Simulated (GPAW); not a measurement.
Runs of GPAW 26.7.0 on BaTiO3. It takes space group P4mm (No. 99, tetragonal). Conventional cell: a = 4.000 Å, b = 4.000 Å, c = 4.018 Å, α = 90.00°, β = 90.00°, γ = 90.00°. Ba (site symmetry 4mm) has 12 O at 2.79 to 2.88 Å as nearest neighbours. Ti (site symmetry 4mm) has 6 O at 1.89 to 2.13 Å as nearest neighbours. O (site symmetry 2mm) is surrounded by 2 Ti at 2.00 Å. O (site symmetry 4mm) is surrounded by 2 Ti at 1.89 to 2.13 Å. 

```tsv
task	level	potentials or basis	spin	cell	k mesh	band path	band points	spin axis theta (degrees)	spin axis phi (degrees)	optimizer	gap on the mesh (eV)	pressure (GPa)	relaxed volume (Å³/atom)	largest force (eV/Å)
band structure	BP86	PAW data sets generated in the run's folder for this functional, pw	SOC, no magnetisation	as given	4 × 4 × 4	GXMGZRAZ,XR,MA	100	90	45	-	1.80	(c)	-	0.29
relaxation of cell and atoms	PW91+D4	PAW data sets generated in the run's folder for this functional, pw	off	relaxed	4 × 4 × 4	-	-	-	-	BFGS	1.83	-0.1	(a)	0.02
band structure	MS2	GPAW PAW data sets (gpaw-data 1.2.1), pw	SOC, no magnetisation	as given	4 × 4 × 4	GXMGZRAZ,XR,MA	100	0	0	-	2.14	0.0	-	0.22
relaxation of cell and atoms	OLYP	PAW data sets generated in the run's folder for this functional, pw	off	relaxed to 5 GPa	4 × 4 × 4	-	-	-	-	BFGS	1.89	5.0	-	0.01
relaxation of cell and atoms	RPBE+D3	the program's PAW data sets (release 1.2.1) made for this functional, pw	off	relaxed	4 × 4 × 4	-	-	-	-	FIRE	1.83	0.0	13.59	0.02
single point	PBE	GPAW PAW data sets (gpaw-data 1.2.1), pw	off	atoms moved at random, drawn with an rms of 0.05 Å	7 × 7 × 7	-	-	-	-	-	1.92	4.3	-	0.56
relaxation of cell and atoms	BLYP+D3(BJ)	PAW data sets generated in the run's folder for this functional, pw	off	relaxed	4 × 4 × 4	-	-	-	-	FIRE	(b)	0.0	(d)	-
band structure	PBE	PAW data sets generated in the run's folder for this functional, pw	off	as given	4 × 4 × 4	GXMGZRAZ,XR,MA	80	-	-	-	1.80	3.8	-	0.28
```

Alike in all rows: cutoff (eV) 800; smearing fermi-dirac 0.05 eV.

Fill in the values left out.

(a) 13.12; (b) 1.85; (c) 3.7; (d) 13.16.

Caveats: spin-orbit coupling is left out, which moves the levels of the heavy elements (some runs); later steps reuse the first step's grids (some runs); spin-orbit coupling was added after a scalar SCF, so levels and gaps hold it while energy, forces, pressure and moments don't (some runs); this program's spin-orbit splittings come out too wide for heavy elements (some runs); the PAW data sets were made with another functional, which shifts forces and pressure a little (some runs); an odd mesh through Γ misses points on the zone boundary, where band edges often lie (some runs).

A k mesh can miss the band edges, and rows without SOC leave out spin-orbit coupling on Ba.
